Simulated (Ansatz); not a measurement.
Born–Oppenheimer molecular dynamics of a periodic cell of 36 atoms, Si24H11O (surface Si(111), H-covered but for one site, underside capped with H, adsorbate O). It goes on from the last frame of an earlier run, with new velocities.

Method: Ansatz, DFT PBE, scalar-relativistic, plane waves, PAW. Settings: PAW set soft_1, cutoff 420 eV, k mesh 1x2x1, fermi-dirac smearing 0.02 eV, spin collinear.

```yaml
ensemble: NVT, Langevin thermostat
time_step: 0.5 fs
steps_asked: 100
set_temperature: 600 K
friction: 0.05 /fs
atoms_held: 1 to 12
seed: 50295
```

Frames 5 fs apart, positions in Å, forces in eV/Å.

Velocities at 15 fs (Å/ps):

```
H 0.00 0.00 0.00
H 0.00 0.00 0.00
H 0.00 0.00 0.00
H 0.00 0.00 0.00
H 0.00 0.00 0.00
H 0.00 0.00 0.00
Si 0.00 0.00 0.00
Si 0.00 0.00 0.00
Si 0.00 0.00 0.00
Si 0.00 0.00 0.00
Si 0.00 0.00 0.00
Si 0.00 0.00 0.00
Si 1.79 -5.89 -2.49
Si -3.29 -2.83 1.92
Si -8.20 3.15 -6.36
Si 3.49 -4.91 2.07
Si -2.07 0.43 5.80
Si -1.58 3.71 -8.51
Si -4.23 -1.56 -1.27
Si 3.70 -1.10 -5.70
Si -0.38 2.11 -5.21
Si 3.59 3.40 3.80
Si 9.32 -0.06 -3.69
Si 0.08 -6.47 2.37
Si 0.14 -1.89 2.05
Si -0.85 -1.97 -1.44
Si -3.76 -3.04 -3.91
Si 1.40 1.76 7.01
Si 0.07 -0.49 5.64
Si -2.40 5.67 -3.35
H -35.49 -2.93 -4.55
H -32.26 9.48 44.68
H -12.43 33.56 -13.89
H -41.65 -7.50 7.35
H 7.17 31.11 -20.38
O 7.55 -5.94 -5.61
```

```xyz
36
Lattice="11.5188 0.0000 0.0000 3.8396 6.6504 0.0000 0.0000 0.0000 19.8688" Properties=species:S:1:pos:R:3:forces:R:3 time_fs=15 energy_less_start_eV=0.132 T=576
H 1.920 1.108 1.000 0.12 0.03 -0.10
H 5.759 1.108 1.000 -0.13 0.01 -0.09
H 9.599 1.108 1.000 -0.02 -0.24 -0.05
H 3.840 4.434 1.000 -0.38 -0.04 -0.03
H 7.679 4.434 1.000 0.14 -0.13 -0.15
H 11.519 4.434 1.000 0.21 0.22 -0.10
Si 1.920 1.108 2.500 0.55 0.43 -0.31
Si 5.759 1.108 2.500 -1.82 0.08 -0.59
Si 9.599 1.108 2.500 -0.73 -0.70 0.82
Si 3.840 4.434 2.500 0.02 0.13 0.53
Si 7.679 4.434 2.500 0.17 -0.63 -0.53
Si 11.519 4.434 2.500 0.09 0.14 0.78
Si 0.019 2.170 3.163 -0.39 0.74 0.13
Si 3.809 2.254 3.350 0.33 -0.57 0.21
Si 7.533 2.163 3.237 2.32 0.89 0.70
Si 1.994 5.505 3.561 -0.35 0.81 -0.84
Si 5.802 5.555 3.086 -0.63 -0.62 1.15
Si 9.537 5.604 3.215 0.79 -1.13 0.38
Si -0.041 2.212 5.470 -1.08 0.14 -0.11
Si 3.732 2.105 5.817 -0.40 -0.10 -0.62
Si 7.521 2.000 5.617 -0.58 0.79 -0.66
Si 1.776 5.415 6.014 0.44 -0.70 0.38
Si 5.802 5.322 5.481 0.71 0.95 -0.56
Si 9.525 5.453 5.573 0.66 -1.05 -0.84
Si 0.243 0.045 6.035 0.27 -0.16 -0.05
Si 3.871 -0.208 6.385 -1.48 0.48 0.14
Si 7.480 -0.134 6.506 0.17 0.26 -0.72
Si 1.719 3.123 6.580 0.55 0.17 -0.87
Si 5.623 3.263 6.473 0.74 -0.93 0.18
Si 9.431 3.165 6.205 0.98 -0.02 1.15
H 3.723 -0.593 7.824 0.11 0.30 0.21
H 6.991 0.371 7.771 0.05 -0.17 1.27
H 1.587 2.914 8.013 -0.10 -0.06 0.82
H 5.768 3.228 7.985 -0.04 0.24 -0.26
H 9.716 3.036 7.754 -0.37 0.25 -0.86
O 3.081 5.862 7.069 -0.90 0.19 -0.50
36
Lattice="11.5188 0.0000 0.0000 3.8396 6.6504 0.0000 0.0000 0.0000 19.8688" Properties=species:S:1:pos:R:3:forces:R:3 time_fs=20 energy_less_start_eV=0.460 T=678
H 1.920 1.108 1.000 0.16 -0.01 -0.10
H 5.759 1.108 1.000 -0.15 0.05 -0.09
H 9.599 1.108 1.000 -0.05 -0.23 -0.06
H 3.840 4.434 1.000 -0.34 -0.05 -0.01
H 7.679 4.434 1.000 0.10 -0.13 -0.15
H 11.519 4.434 1.000 0.22 0.22 -0.11
Si 1.920 1.108 2.500 0.58 0.25 -0.36
Si 5.759 1.108 2.500 -2.27 0.07 -0.74
Si 9.599 1.108 2.500 -0.94 -0.90 0.78
Si 3.840 4.434 2.500 0.26 -0.02 0.57
Si 7.679 4.434 2.500 -0.16 -0.50 -0.65
Si 11.519 4.434 2.500 0.14 0.03 0.76
Si 0.015 2.150 3.132 -0.38 1.03 0.45
Si 3.790 2.250 3.372 0.48 -0.48 -0.25
Si 7.504 2.178 3.219 2.80 0.86 0.89
Si 2.020 5.474 3.558 -0.73 1.15 -0.59
Si 5.799 5.559 3.132 -0.54 -0.65 0.43
Si 9.522 5.607 3.172 1.06 -1.20 0.95
Si -0.060 2.193 5.456 -0.77 0.45 0.04
Si 3.737 2.096 5.779 -0.44 0.06 -0.10
Si 7.517 2.011 5.597 -0.75 0.59 -0.18
Si 1.786 5.418 6.051 0.05 -0.88 -0.18
Si 5.853 5.340 5.455 0.09 0.53 0.11
Si 9.524 5.425 5.575 0.27 -0.50 -1.19
Si 0.247 0.030 6.029 0.86 0.10 -0.49
Si 3.859 -0.206 6.396 -1.17 0.38 0.61
Si 7.454 -0.142 6.493 -0.20 1.22 1.86
Si 1.728 3.130 6.603 0.09 -0.11 -0.44
Si 5.618 3.260 6.492 0.54 -0.71 -0.67
Si 9.412 3.194 6.190 0.69 -0.39 -1.42
H 3.558 -0.591 7.860 0.38 0.45 -0.40
H 6.954 0.356 8.021 0.82 -0.89 -1.51
H 1.532 3.068 8.092 0.06 -0.16 -0.03
H 5.547 3.187 7.977 0.22 0.29 0.22
H 9.722 3.166 7.566 0.08 0.01 1.92
O 3.119 5.832 7.049 -1.06 0.07 0.12
36
Lattice="11.5188 0.0000 0.0000 3.8396 6.6504 0.0000 0.0000 0.0000 19.8688" Properties=species:S:1:pos:R:3:forces:R:3 time_fs=25 energy_less_start_eV=0.526 T=612
H 1.920 1.108 1.000 0.19 -0.03 -0.09
H 5.759 1.108 1.000 -0.15 0.09 -0.09
H 9.599 1.108 1.000 -0.09 -0.21 -0.07
H 3.840 4.434 1.000 -0.27 -0.07 0.01
H 7.679 4.434 1.000 0.04 -0.15 -0.14
H 11.519 4.434 1.000 0.21 0.22 -0.13
Si 1.920 1.108 2.500 0.57 0.08 -0.32
Si 5.759 1.108 2.500 -2.41 0.20 -0.69
Si 9.599 1.108 2.500 -0.93 -0.90 0.78
Si 3.840 4.434 2.500 0.55 -0.06 0.64
Si 7.679 4.434 2.500 -0.24 -0.36 -0.69
Si 11.519 4.434 2.500 0.22 0.14 0.69
Si 0.017 2.160 3.110 -0.45 0.90 0.63
Si 3.771 2.252 3.404 0.59 -0.47 -0.99
Si 7.490 2.194 3.227 2.89 0.70 0.63
Si 2.040 5.466 3.540 -0.99 1.27 -0.23
Si 5.810 5.558 3.188 -0.71 -0.48 -0.72
Si 9.519 5.611 3.147 1.10 -1.33 1.22
Si -0.072 2.168 5.446 -0.59 0.68 0.18
Si 3.728 2.078 5.733 -0.29 0.16 0.69
Si 7.521 2.033 5.574 -0.83 0.28 0.47
Si 1.799 5.406 6.092 -0.61 -0.70 -0.88
Si 5.890 5.385 5.424 -0.46 -0.40 1.10
Si 9.527 5.394 5.572 -0.09 0.32 -1.29
Si 0.242 0.007 6.023 0.89 0.21 -0.51
Si 3.832 -0.207 6.422 -0.49 0.46 0.10
Si 7.434 -0.142 6.494 0.56 0.64 0.56
Si 1.737 3.140 6.595 -0.40 -0.37 0.66
Si 5.611 3.238 6.497 0.32 -0.09 -0.56
Si 9.411 3.216 6.171 1.26 -0.98 1.13
H 3.397 -0.571 7.834 0.48 0.37 -0.05
H 7.007 0.111 7.941 0.38 -0.19 -0.28
H 1.471 3.207 8.177 0.35 -0.36 -1.25
H 5.379 3.241 8.004 0.44 0.20 -0.31
H 9.738 3.217 7.692 -0.43 -0.01 -0.58
O 3.124 5.813 7.060 -0.60 0.24 0.37
36
Lattice="11.5188 0.0000 0.0000 3.8396 6.6504 0.0000 0.0000 0.0000 19.8688" Properties=species:S:1:pos:R:3:forces:R:3 time_fs=30 energy_less_start_eV=0.964 T=563
H 1.920 1.108 1.000 0.21 -0.02 -0.09
H 5.759 1.108 1.000 -0.15 0.10 -0.07
H 9.599 1.108 1.000 -0.12 -0.18 -0.08
H 3.840 4.434 1.000 -0.20 -0.08 0.01
H 7.679 4.434 1.000 0.01 -0.18 -0.14
H 11.519 4.434 1.000 0.18 0.22 -0.14
Si 1.920 1.108 2.500 0.36 -0.03 -0.33
Si 5.759 1.108 2.500 -2.31 0.33 -0.52
Si 9.599 1.108 2.500 -0.92 -0.91 0.74
Si 3.840 4.434 2.500 0.78 -0.27 0.62
Si 7.679 4.434 2.500 -0.28 -0.17 -0.72
Si 11.519 4.434 2.500 0.31 0.28 0.61
Si 0.008 2.176 3.092 -0.34 0.68 0.80
Si 3.749 2.236 3.423 0.83 -0.20 -1.55
Si 7.495 2.214 3.233 2.63 0.32 0.38
Si 2.063 5.461 3.516 -1.28 1.33 0.15
Si 5.814 5.558 3.215 -0.76 -0.34 -1.35
Si 9.517 5.607 3.143 1.14 -1.28 1.12
Si -0.078 2.177 5.445 -0.45 0.64 0.20
Si 3.699 2.070 5.701 0.02 -0.07 1.31
Si 7.537 2.042 5.563 -0.97 0.21 0.80
Si 1.813 5.396 6.131 -1.25 -0.31 -1.62
Si 5.922 5.424 5.414 -1.04 -1.21 1.48
Si 9.527 5.359 5.545 -0.15 1.12 -0.96
Si 0.248 0.006 6.008 0.26 -0.19 0.04
Si 3.808 -0.234 6.454 0.44 1.12 -0.86
Si 7.420 -0.124 6.485 1.28 -0.09 -1.73
Si 1.748 3.159 6.590 -0.42 -0.82 -0.24
Si 5.612 3.204 6.479 0.00 0.66 -0.01
Si 9.410 3.225 6.162 1.44 -1.23 2.33
H 3.365 -0.449 7.832 0.24 0.06 0.79
H 7.165 -0.151 7.867 -0.28 0.21 1.91
H 1.526 3.178 8.097 0.18 -0.33 -0.28
H 5.328 3.397 8.028 0.59 -0.15 -1.05
H 9.685 3.287 7.811 -0.49 -0.12 -1.69
O 3.112 5.797 7.086 0.50 0.91 0.10
36
Lattice="11.5188 0.0000 0.0000 3.8396 6.6504 0.0000 0.0000 0.0000 19.8688" Properties=species:S:1:pos:R:3:forces:R:3 time_fs=35 energy_less_start_eV=0.926 T=531
H 1.920 1.108 1.000 0.21 0.00 -0.08
H 5.759 1.108 1.000 -0.14 0.10 -0.06
H 9.599 1.108 1.000 -0.13 -0.16 -0.08
H 3.840 4.434 1.000 -0.17 -0.09 0.01
H 7.679 4.434 1.000 0.02 -0.20 -0.13
H 11.519 4.434 1.000 0.16 0.21 -0.14
Si 1.920 1.108 2.500 -0.02 0.04 -0.36
Si 5.759 1.108 2.500 -1.98 0.72 -0.27
Si 9.599 1.108 2.500 -0.87 -0.83 0.73
Si 3.840 4.434 2.500 0.89 -0.45 0.53
Si 7.679 4.434 2.500 -0.32 0.23 -0.67
Si 11.519 4.434 2.500 0.39 0.55 0.49
Si -0.007 2.206 3.087 -0.07 0.25 0.67
Si 3.718 2.229 3.437 1.14 -0.06 -1.84
Si 7.519 2.245 3.245 2.06 -0.29 0.07
Si 2.083 5.464 3.494 -1.56 1.36 0.42
Si 5.799 5.565 3.225 -0.53 -0.40 -1.28
Si 9.525 5.614 3.145 1.04 -1.31 0.69
Si -0.078 2.195 5.424 -0.40 0.48 0.61
Si 3.678 2.069 5.692 0.10 -0.26 1.51
Si 7.552 2.070 5.560 -1.25 -0.08 0.94
Si 1.809 5.390 6.140 -1.05 0.25 -1.68
Si 5.910 5.447 5.433 -0.89 -1.69 1.20
Si 9.533 5.335 5.485 -0.12 1.39 -0.07
Si 0.249 0.003 5.981 -0.51 -0.26 0.53
Si 3.800 -0.251 6.473 0.58 1.21 -0.43
Si 7.419 -0.100 6.480 0.84 -0.68 1.02
Si 1.754 3.186 6.599 -0.43 -1.26 -1.03
Si 5.606 3.176 6.453 0.04 0.97 -1.02
Si 9.400 3.215 6.178 1.53 -0.84 0.54
H 3.367 -0.361 7.908 0.43 0.02 0.09
H 7.316 -0.268 8.068 -0.09 0.46 -1.21
H 1.591 3.174 8.064 0.02 -0.32 0.48
H 5.278 3.489 7.886 0.49 -0.17 0.12
H 9.614 3.397 7.649 -0.17 -0.17 0.20
O 3.110 5.783 7.108 0.76 1.27 -0.50
36
Lattice="11.5188 0.0000 0.0000 3.8396 6.6504 0.0000 0.0000 0.0000 19.8688" Properties=species:S:1:pos:R:3:forces:R:3 time_fs=40 energy_less_start_eV=1.118 T=473
H 1.920 1.108 1.000 0.19 0.02 -0.07
H 5.759 1.108 1.000 -0.13 0.12 -0.05
H 9.599 1.108 1.000 -0.13 -0.16 -0.07
H 3.840 4.434 1.000 -0.16 -0.11 0.00
H 7.679 4.434 1.000 0.02 -0.21 -0.13
H 11.519 4.434 1.000 0.16 0.19 -0.14
Si 1.920 1.108 2.500 -0.39 0.16 -0.48
Si 5.759 1.108 2.500 -1.73 1.00 -0.07
Si 9.599 1.108 2.500 -0.58 -0.65 0.75
Si 3.840 4.434 2.500 0.68 -0.50 0.50
Si 7.679 4.434 2.500 -0.42 0.54 -0.55
Si 11.519 4.434 2.500 0.50 0.76 0.32
Si -0.001 2.238 3.103 -0.23 -0.23 0.39
Si 3.681 2.220 3.440 1.61 0.11 -1.77
Si 7.552 2.253 3.252 1.57 -0.54 0.04
Si 2.079 5.476 3.482 -1.50 1.21 0.49
Si 5.765 5.587 3.222 -0.04 -0.78 -0.75
Si 9.549 5.614 3.133 0.73 -1.30 0.32
Si -0.090 2.216 5.415 -0.08 0.07 0.92
Si 3.654 2.074 5.697 0.19 -0.36 1.37
Si 7.570 2.092 5.582 -1.71 -0.33 0.63
Si 1.789 5.380 6.139 -0.32 0.85 -1.22
Si 5.885 5.439 5.465 -0.12 -1.82 0.53
Si 9.535 5.310 5.422 -0.03 1.58 0.84
Si 0.260 -0.022 5.943 -1.55 0.15 1.00
Si 3.805 -0.231 6.473 0.41 0.75 -0.12
Si 7.415 -0.073 6.494 0.84 -1.10 1.01
Si 1.764 3.193 6.603 -0.77 -1.41 -0.78
Si 5.584 3.167 6.433 0.46 0.83 -1.93
Si 9.397 3.198 6.197 1.68 -0.42 -0.53
H 3.408 -0.367 7.957 0.55 0.09 -0.48
H 7.465 -0.259 8.114 -0.39 0.48 -1.47
H 1.565 3.123 8.073 0.07 -0.26 0.28
H 5.317 3.538 7.797 0.23 0.02 1.25
H 9.593 3.482 7.590 0.01 -0.04 1.34
O 3.119 5.776 7.132 0.38 1.27 -1.37
```

Of the whole run (50 fs, mean temperature of the second half 559 K): A run of 0.05 ps of so small a system gives no equilibrium averages. Limits of this set-up: coarse k mesh, thin slab, slab without dipole correction.

Time of the run: 42 min on 2 threads of Arm Neoverse V1, with other jobs on the host, peak memory 2.3 GiB.
